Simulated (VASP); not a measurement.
# CO2 (P4_2/mnm) in VASP: a series of runs

One crystal, CO2, is run at these levels: r2SCAN; tasks: single point.

Everything below comes from runs of VASP 6.6.1. Logs are shortened: lines on timing, memory, paths and dates and some standing lists are left out, and cuts for length are marked.

## (1) The crystal as given

Symmetry: P4_2/mnm, No. 136, tetragonal system. Conventional cell: a = 4.227 Å, b = 4.227 Å, c = 4.688 Å, α = 90.00°, β = 90.00°, γ = 90.00°. O (site symmetry m2m) is surrounded by 1 C at 1.17 Å. C (site symmetry mmm) has 2 O at 1.17 Å as nearest neighbours.

The cell comes from a database or a generator and needn't be the stable form of this composition.

## (2) Single point, r2SCAN

INCAR reads:

```
PREC = Accurate
ENCUT = 460
EDIFF = 0.01
ISMEAR = 0
SIGMA = 0.05
LREAL = False
LASPH = True
NELM = 100
ALGO = Normal
ISIF = 2
LWAVE = False
LCHARG = False
METAGGA = R2SCAN
LMIXTAU = True
ADDGRID = False
```

KPOINTS reads:

```
regular mesh
0
Gamma
  6 6 5
```

POSCAR reads:

```
CO2
1.0
    4.2272127900      0.0000000000      0.0000000000
    0.0000000000      4.2272127900      0.0000000000
    0.0000000000      0.0000000000      4.6877715900
O C
4 2
Direct
    0.8048268600      0.8048268600      0.0000000000
    0.1951731400      0.1951731400      0.0000000000
    0.6951731400      0.3048268600      0.5000000000
    0.3048268600      0.6951731400      0.5000000000
    0.0000000000      0.0000000000      0.0000000000
    0.5000000000      0.5000000000      0.5000000000
```

Potentials or basis: VASP PAW PBE potentials, release 64 (O, C).

The run is started by

```
$ cat potpaw_PBE.64/O/POTCAR potpaw_PBE.64/C/POTCAR > POTCAR
$ mpirun -np 1 vasp_std > vasp.out
```

OUTCAR:

```text
PREC = Accurate
   ENCUT = 460
   EDIFF = 0.01
   ISMEAR = 0
   LREAL = False
   LASPH = True
   NELM = 100
   ISIF = 2
   METAGGA = R2SCAN

 Found     30 irreducible k-points:

 Following reciprocal coordinates:
            Coordinates               Weight
  0.000000  0.000000  0.000000      1.000000
  0.166667  0.000000  0.000000      4.000000
  0.333333  0.000000  0.000000      4.000000
  0.500000  0.000000  0.000000      2.000000
  0.166667  0.166667  0.000000      4.000000
  0.333333  0.166667  0.000000      8.000000
   k-points           NKPTS =     30   k-points in BZ     NKDIM =     30   number of bands    NBANDS=     20
   number of dos      NEDOS =    301   number of ions     NIONS =      6
   total plane-waves  NPLWV =  32400
   dimension x,y,z NGX =    30 NGY =   30 NGZ =   36
   dimension x,y,z NGXF=    60 NGYF=   60 NGZF=   72
   ions per type =               4   2
   NGX,Y,Z   is equivalent  to a cutoff of  11.80, 11.80, 12.77 a.u.
   NGXF,Y,Z  is equivalent  to a cutoff of  23.60, 23.60, 25.53 a.u.
 SYSTEM =  unknown system
   PREC   = accura    normal or accurate (medium, high low for compatibility)
   ISTART =      0    job   : 0-new  1-cont  2-samecut
   ICHARG =      2    charge: 1-file 2-atom 10-const
   ISPIN  =      1    spin polarized calculation?
   LNONCOLLINEAR =      F non collinear calculations
   LSORBIT =      F    spin-orbit coupling
   LASPH  =      T    aspherical Exc in radial PAW
   ENCUT  =  460.0 eV  33.81 Ry    5.81 a.u.   7.39  7.39  8.20*2*pi/ulx,y,z
   NELM   =    100;   NELMIN=  2; NELMDL= -5     # of ELM steps
   EDIFF  = 0.1E-01   stopping-criterion for ELM
   LREAL  =      F    real-space projection
   EDIFFG = 0.1E+00   stopping-criterion for IOM
   NSW    =      0    number of steps for IOM
   IBRION =     -1    ionic relax: 0-MD 1-quasi-New 2-CG
   NFREE  =      0    steps in history (QN), initial steepest desc. (CG)
   ISIF   =      2    stress and relaxation
   ISYM   =      2    0-nonsym 1-usesym 2-fastsym
   POTIM  = 0.5000    time-step for ionic-motion
   TEBEG  =    0.0;   TEEND  =   0.0 temperature during run
   PSTRESS=    0.0 pullay stress
   NELECT =      32.0000    total number of electrons
   NUPDOWN=      -1.0000    fix difference up-down
   EMIN   =  10.00;   EMAX   =-10.00  energy-range for DOS
   EFERMI =   0.00;   METHOD = LEGACY
   ISMEAR =     0;   SIGMA  =   0.05  broadening in eV -4-tet -1-fermi 0-gaus
   EFERMI_NEDOS =   21; number of points for ismear=-14 and -15
   IALGO  =     38    algorithm
   IMIX   =      4    mixing-type and parameters
     AMIX     =   0.40;   BMIX     =  1.00
     AMIX_MAG =   1.60;   BMIX_MAG =  1.00
  volume/ion in A,a.u.               =      13.96        94.21
  Fermi-wavevector in a.u.,A,eV,Ry     =   1.187864  2.244737 19.198094  1.411020
  Thomas-Fermi vector in A             =   2.324006
   LORBIT       =      0    0 simple, 1 ext, 2 COOP (PROOUT), +10 PAW based schemes
   METAGGA = R2SCAN    functional components
   LHFCALC =     F    Hartree Fock is set to
   AEXX    =    0.0000 exact exchange contribution
   IVDW    =     0    specifies the selected vdW correction
   LEPSILON=     F    determine dielectric tensor
   LRPA    =     F    only Hartree local field effects (RPA)
 non-spin polarized calculation
 Gauss-broadening in eV      SIGMA  =   0.05
  energy-cutoff  :      460.00
  volume of cell :       83.77
 maximum number of plane-waves:      1905
 NGX is ok and might be reduce to    30
   NGX = 15   NGY = 15   NGZ = 17

 number of electron      31.9999992 magnetization

 Free energy of the ion-electron system (eV)
  ---------------------------------------------------
  ext. energy  EPLUGINS =         0.00000000
  ---------------------------------------------------
  free energy    TOTEN  =       -51.46978931 eV

  energy without entropy =      -51.46978931  energy(sigma->0) =      -51.46978931

 E-fermi :  -3.3369     XC(G=0):  -8.5444

 val. band max:       -3.5527987814   @ k =   0.5000   0.5000   0.4000
 cond. band min:       3.6431411253   @ k =   0.0000   0.0000   0.0000
 fundamental gap:      7.1959399067
 Fermi energy:        -3.3368949769

 k-point     1 :       0.0000    0.0000    0.0000
  band No.  band energies     occupation
      1     -25.5707      2.00000
      2     -25.2691      2.00000
      3     -24.2570      2.00000
      4     -24.2570      2.00000
      5      -9.4919      2.00000
      6      -9.1099      2.00000
      7      -8.5140      2.00000
      8      -7.9918      2.00000
      9      -7.9918      2.00000
     10      -7.1976      2.00000
     11      -7.1976      2.00000
     12      -7.0849      2.00000
     13      -4.9682      2.00000
     14      -4.1121      2.00000
     15      -4.0357      2.00000
     16      -4.0357      2.00000
     17       3.6431      0.00000
     18       4.5985      0.00000
     19       5.0344      0.00000
     20       5.0344      0.00000

 k-point     2 :       0.1667    0.0000    0.0000
  band No.  band energies     occupation
      1     -25.5424      2.00000
      2     -25.2790      2.00000
      3     -24.2668      2.00000
      4     -24.2638      2.00000
      5      -9.4422      2.00000
      6      -9.1442      2.00000
      7      -8.4255      2.00000
      8      -8.0922      2.00000
      9      -7.9577      2.00000
     10      -7.3426      2.00000
     11      -7.2531      2.00000
     12      -7.1868      2.00000
     13      -4.7774      2.00000
     14      -4.0486      2.00000
     15      -4.0411      2.00000
     16      -4.0364      2.00000
     17       4.0000      0.00000
     18       4.7008      0.00000
     19       5.0852      0.00000
     20       5.0855      0.00000

 k-point     3 :       0.3333    0.0000    0.0000
  band No.  band energies     occupation
      1     -25.4704      2.00000
      2     -25.3154      2.00000
      3     -24.2857      2.00000
      4     -24.2802      2.00000
      5      -9.3263      2.00000
      6      -9.1998      2.00000
      7      -8.2539      2.00000
      8      -8.1784      2.00000
      9      -8.0018      2.00000
     10      -7.5352      2.00000
     11      -7.4622      2.00000
     12      -7.3636      2.00000
     13      -4.3942      2.00000
     14      -4.0476      2.00000
     15      -4.0399      2.00000
     16      -3.9833      2.00000
     17       4.9444      0.00000
     18       4.9782      0.00000
     19       5.1977      0.00000
     20       5.2684      0.00000

 k-point     4 :       0.5000    0.0000    0.0000
  band No.  band energies     occupation
      1     -25.3839      2.00000
      2     -25.3839      2.00000
      3     -24.2922      2.00000
      4     -24.2922      2.00000
      5      -9.2400      2.00000
      6      -9.2400      2.00000
      7      -8.2199      2.00000
      8      -8.2199      2.00000
      9      -7.8277      2.00000
     10      -7.8277      2.00000
     11      -7.4819      2.00000
     12      -7.4819      2.00000
     13      -4.0880      2.00000
     14      -4.0880      2.00000
     15      -4.0460      2.00000
     16      -4.0460      2.00000
     17       5.2397      0.00000
     18       5.2397      0.00000
     19       5.3691      0.00000
     20       5.3691      0.00000

 k-point     5 :       0.1667    0.1667    0.0000
  band No.  band energies     occupation
      1     -25.5168      2.00000
      2     -25.2860      2.00000
      3     -24.2762      2.00000
      4     -24.2730      2.00000
      5      -9.4076      2.00000
      6      -9.1734      2.00000
      7      -8.3435      2.00000
      8      -8.1205      2.00000
      9      -7.9960      2.00000
     10      -7.4442      2.00000
     11      -7.3300      2.00000
     12      -7.2660      2.00000
     13      -4.5948      2.00000
     14      -4.0849      2.00000
     15      -4.0205      2.00000
     16      -3.9710      2.00000
     17       4.3272      0.00000
     18       4.7922      0.00000
     19       5.0444      0.00000
     20       5.2271      0.00000

 k-point     6 :       0.3333    0.1667    0.0000
  band No.  band energies     occupation
      1     -25.4508      2.00000
      2     -25.3145      2.00000
      3     -24.2952      2.00000
      4     -24.2906      2.00000
      5      -9.3258      2.00000
      6      -9.2184      2.00000
      7      -8.2645      2.00000
      8      -8.1169      2.00000
      9      -8.0609      2.00000
     10      -7.5981      2.00000
     11      -7.4893      2.00000
     12      -7.4315      2.00000
     13      -4.2272      2.00000
     14      -4.1111      2.00000
     15      -4.0464      2.00000
     16      -3.8724      2.00000
     17       5.0382      0.00000
     18       5.1424      0.00000
     19       5.1827      0.00000
     20       5.4310      0.00000

 [... further k-points ...]
[... 5 lines left out ...]
  --------------------------------------------------------------------------------------
  -------------------------------------------------------------------------------------
  Total       -0.4491224     -0.4491224     -0.9761786      0.0000000      0.0000000      0.0000000
  in kB       -8.5901472     -8.5901472    -18.6708979      0.0000000      0.0000000      0.0000000
  external PRESSURE =     -11.9503974 kB  Pullay stress =       0.0000000 kB

 VOLUME and BASIS-vectors are now :
 -----------------------------------------------------------------------------
  energy-cutoff  :      460.00
  volume of cell :       83.77
      direct lattice vectors                 reciprocal lattice vectors
     4.227212790  0.000000000  0.000000000     0.236562494  0.000000000  0.000000000
     0.000000000  4.227212790  0.000000000     0.000000000  0.236562494  0.000000000
     0.000000000  0.000000000  4.687771590     0.000000000  0.000000000  0.213320974

 POSITION                                       TOTAL-FORCE (eV/Angst)
 -----------------------------------------------------------------------------------
      3.40217      3.40217      0.00000        -0.019206     -0.019206     -0.000000
      0.82504      0.82504      0.00000         0.019206      0.019206      0.000000
      2.93864      1.28857      2.34389         0.019206     -0.019206     -0.000000
      1.28857      2.93864      2.34389        -0.019206      0.019206      0.000000
      0.00000      0.00000      0.00000         0.000000     -0.000000      0.000000
      2.11361      2.11361      2.34389         0.000000     -0.000000      0.000000
 -----------------------------------------------------------------------------------
    total drift:                                0.000000      0.000000      0.000000

  FREE ENERGIE OF THE ION-ELECTRON SYSTEM (eV)
  ---------------------------------------------------
  free  energy   TOTEN  =       -51.4697893096 eV

  energy  without entropy=      -51.4697893096  energy(sigma->0) =      -51.46978931
```

It took 62 s on 1 thread of Intel Xeon 6975P-C (Granite Rapids), shared host; peak memory 0.19 GiB.

These settings aren't checked as converged: the numbers below hold their error.

Results:

```
Free energy            : -51.4698 eV
Pressure               : -1.2 GPa
Largest force          : 0.027 eV/Å
Band gap on the k mesh : 7.20 eV, indirect (least direct gap 7.68 eV)
```

Caveat: the cutoff is under 1.25 times the usual one of these potentials, so pressure, stress and relaxed cells hold a basis-set (Pulay) error; the standard files for N, O and F lose accuracy on very short bonds; the PAW data sets were made with another functional, which shifts forces and pressure a little; an odd mesh through Γ misses points on the zone boundary, where band edges often lie.

## (3) Single point, r2SCAN

INCAR is that of step 2.

KPOINTS is that of step 2.

POSCAR reads:

```
CO2
1.0
    4.2272127900      0.0000000000      0.0000000000
    0.0000000000      4.2272127900      0.0000000000
    0.0000000000      0.0000000000      4.6877715900
O C
4 2
Direct
    0.7998550000      0.8106260000     -0.0015650000
    0.2049920000      0.2030910000     -0.0012650000
    0.6721320000      0.3073690000      0.5000860000
    0.3101930000      0.6757250000      0.4907480000
   -0.0081430000      0.0098620000     -0.0042660000
    0.4753520000      0.5019460000      0.5043420000
```

Potentials or basis: VASP PAW PBE potentials, release 64 (O, C).

The run is started by

```
$ cat potpaw_PBE.64/O/POTCAR potpaw_PBE.64/C/POTCAR > POTCAR
$ mpirun -np 1 vasp_std > vasp.out
```

OUTCAR:

```text
PREC = Accurate
   ENCUT = 460
   EDIFF = 0.01
   ISMEAR = 0
   LREAL = False
   LASPH = True
   NELM = 100
   ISIF = 2
   METAGGA = R2SCAN

 Found     92 irreducible k-points:

 Following reciprocal coordinates:
            Coordinates               Weight
  0.000000  0.000000  0.000000      1.000000
  0.166667  0.000000  0.000000      2.000000
  0.000000  0.166667  0.000000      2.000000
  0.333333  0.000000  0.000000      2.000000
  0.000000  0.333333  0.000000      2.000000
[... 221 lines left out ...]
  -------------------------------------------------------------------------------------
  Total       10.2315885     11.9925294     -0.2085949    -16.9025442     -1.2051625      1.0946140
  in kB      195.6946645    229.3753326     -3.9896950   -323.2868206    -23.0505625     20.9361539
  external PRESSURE =     140.3601007 kB  Pullay stress =       0.0000000 kB

 VOLUME and BASIS-vectors are now :
 -----------------------------------------------------------------------------
  energy-cutoff  :      460.00
  volume of cell :       83.77
      direct lattice vectors                 reciprocal lattice vectors
     4.227212790  0.000000000  0.000000000     0.236562494  0.000000000  0.000000000
     0.000000000  4.227212790  0.000000000     0.000000000  0.236562494  0.000000000
     0.000000000  0.000000000  4.687771590     0.000000000  0.000000000  0.213320974

 POSITION                                       TOTAL-FORCE (eV/Angst)
 -----------------------------------------------------------------------------------
      3.38116      3.42669      4.68044         0.370344      0.627908     -0.087132
      0.86654      0.85851      4.68184        -3.227996     -2.618788     -0.126874
      2.84124      1.29931      2.34429         0.801349     -0.922139      0.351881
      1.31125      2.85643      2.30051       -18.225362     18.933765     -1.193585
      4.19279      0.04169      4.66777         2.758892      2.023868      0.202195
      2.00941      2.12183      2.36424        17.522773    -18.044613      0.853514
 -----------------------------------------------------------------------------------
    total drift:                               -0.007859      0.004208      0.001504

  FREE ENERGIE OF THE ION-ELECTRON SYSTEM (eV)
  ---------------------------------------------------
  free  energy   TOTEN  =       -49.6711983970 eV

  energy  without entropy=      -49.6711983970  energy(sigma->0) =      -49.67119840
```

stdout:

```text
POSCAR found type information on POSCAR O C
 POSCAR found :  2 types and       6 ions
 scaLAPACK will be used
 -----------------------------------------------------------------------------
|                                                                             |
|                                                                             |
|     You enforced a specific xc type in the INCAR file but a different       |
|     I HOPE YOU KNOW WHAT YOU ARE DOING!                                     |
|                                                                             |
 -----------------------------------------------------------------------------

 LDA part: xc-table for (None), standard interpolation
 POSCAR, INCAR and KPOINTS ok, starting setup
 FFT: planning ... GRIDC
 FFT: planning ... GRID_SOFT
 FFT: planning ... GRID
 WAVECAR not read
 entering main loop
```

Run time: 2.8 min. Hardware: 1 thread of Intel Xeon 6975P-C (Granite Rapids), shared host; peak memory 0.24 GiB.

The run converged, but some of its settings lie outside the range that counts as converged, so its numbers aren't taken as properties of the crystal.

What came out:

```yaml
Free_energy: -49.6712 eV
Pressure: 14.0 GPa
Largest_force: 26.307 eV/Å
Band_gap_on_the_k_mesh: 7.01 eV, indirect (least direct gap 7.42 eV)
```

Caveat: the cutoff is under 1.25 times the usual one of these potentials, so pressure, stress and relaxed cells hold a basis-set (Pulay) error; the standard files for N, O and F lose accuracy on very short bonds; the PAW data sets were made with another functional, which shifts forces and pressure a little; an odd mesh through Γ misses points on the zone boundary, where band edges often lie.

## (4) Single point, r2SCAN

Changes to INCAR since step 3:

```diff
@@ -2,3 +2,3 @@
 ENCUT = 460
-EDIFF = 0.01
+EDIFF = 0.001
 ISMEAR = 0
```

KPOINTS is that of step 3.

POSCAR reads:

```
CO2
1.0
    4.2272127900      0.0000000000      0.0000000000
    0.0000000000      4.2272127900      0.0000000000
    0.0000000000      0.0000000000      4.6877715900
O C
4 2
Direct
    0.8048268600      0.8048268600      0.0000000000
    0.1951731400      0.1951731400      0.0000000000
    0.6951731400      0.3048268600      0.5000000000
    0.3048268600      0.6951731400      0.5000000000
    0.0000000000      0.0000000000      0.0000000000
    0.5000000000      0.5000000000      0.5000000000
```

The run is started by

```
$ cat potpaw_PBE.64/O/POTCAR potpaw_PBE.64/C/POTCAR > POTCAR
$ mpirun -np 1 vasp_std > vasp.out
```

It took 81 s on 1 thread of Intel Xeon 6975P-C (Granite Rapids), shared host; peak memory 0.19 GiB.

The run converged, but some of its settings lie outside the range that counts as converged, so its numbers aren't taken as properties of the crystal.

Results:

| Quantity | Value |
| --- | --- |
| Free energy | -51.4848 eV |
| Pressure | -0.4 GPa |
| Largest force | 0.057 eV/Å |
| Band gap on the k mesh | 7.16 eV, indirect (least direct gap 7.64 eV) |

Caveat: the cutoff is under 1.25 times the usual one of these potentials, so pressure, stress and relaxed cells hold a basis-set (Pulay) error; the standard files for N, O and F lose accuracy on very short bonds; the PAW data sets were made with another functional, which shifts forces and pressure a little; an odd mesh through Γ misses points on the zone boundary, where band edges often lie.

(Continued in part 2 of 2.)
